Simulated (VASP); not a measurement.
Input of a VASP 6.6.1 run:

File INCAR:

```
SYSTEM = Pt
PREC = Accurate ; ENCUT = 520
EDIFF = 1E-6 ; ISMEAR = 1
SIGMA = 0.1 ; LREAL = .FALSE.
LASPH = .TRUE. ; NELM = 80
ALGO = Normal ; ISIF = 2
LWAVE = .FALSE. ; LCHARG = .FALSE.
LDIPOL = .TRUE. ; IDIPOL = 3
DIPOL = 0.5 0.5 0.500 ; GGA = CA
LVHAR = .TRUE. ; LVACPOTAV = .TRUE.
ICORELEVEL = 1 ; KPAR = 2
```

File KPOINTS:

```
regular mesh
0
G
  15 15 1
  0 0 0
```

File POSCAR:

```
Pt
1.0
    2.7554452200      0.0000000000      0.0000000000
   -1.3777226100      2.3862855600      0.0000000000
    0.0000000000      0.0000000000     26.2490580000
Pt
6
Direct
    0.6666666700      0.3333333300      0.2857245400
    0.3333333300      0.6666666700      0.3714347200
    0.0000000000      0.0000000000      0.4571449100
    0.6666666700      0.3333333300      0.5428550900
    0.3333333300      0.6666666700      0.6285652800
    0.0000000000      0.0000000000      0.7142754600
```

Potentials or basis: VASP PAW LDA potentials, release 64 (Pt).

Command:

```console
$ cat potpaw_LDA.64/Pt/POTCAR > POTCAR
$ mpirun -np 2 vasp_std > vasp.out
```

Task: Estimate the band gap on the k mesh.

Result: None (metal or under the smearing width).

Task: What does it give for the largest force?

Result: 0.214 eV/Å.

Core levels (eV, on the scale of the bands):
```
atom                                                                                                                                    levels
1 Pt  1s -77842.6, 2s -13683.3, 2p -11875.8, 3s -3210.8, 3p -2683.5, 3d -2110.0, 4s -684.1, 4p -510.7, 4d -299.7, 4f -64.3, 5s -94.8, 5p -49.2
2 Pt  1s -77843.0, 2s -13683.7, 2p -11876.2, 3s -3211.2, 3p -2683.9, 3d -2110.3, 4s -684.5, 4p -511.1, 4d -300.2, 4f -64.7, 5s -95.3, 5p -49.7
3 Pt  1s -77843.0, 2s -13683.7, 2p -11876.2, 3s -3211.3, 3p -2683.9, 3d -2110.4, 4s -684.5, 4p -511.2, 4d -300.2, 4f -64.8, 5s -95.4, 5p -49.7
4 Pt  1s -77843.0, 2s -13683.7, 2p -11876.2, 3s -3211.3, 3p -2683.9, 3d -2110.4, 4s -684.5, 4p -511.2, 4d -300.2, 4f -64.8, 5s -95.4, 5p -49.7
5 Pt  1s -77843.0, 2s -13683.7, 2p -11876.2, 3s -3211.2, 3p -2683.9, 3d -2110.3, 4s -684.5, 4p -511.1, 4d -300.2, 4f -64.7, 5s -95.3, 5p -49.7
6 Pt  1s -77842.6, 2s -13683.3, 2p -11875.8, 3s -3210.8, 3p -2683.5, 3d -2110.0, 4s -684.1, 4p -510.7, 4d -299.7, 4f -64.3, 5s -94.8, 5p -49.2
```

The run has no spin-orbit coupling, so splittings on Pt are missing.
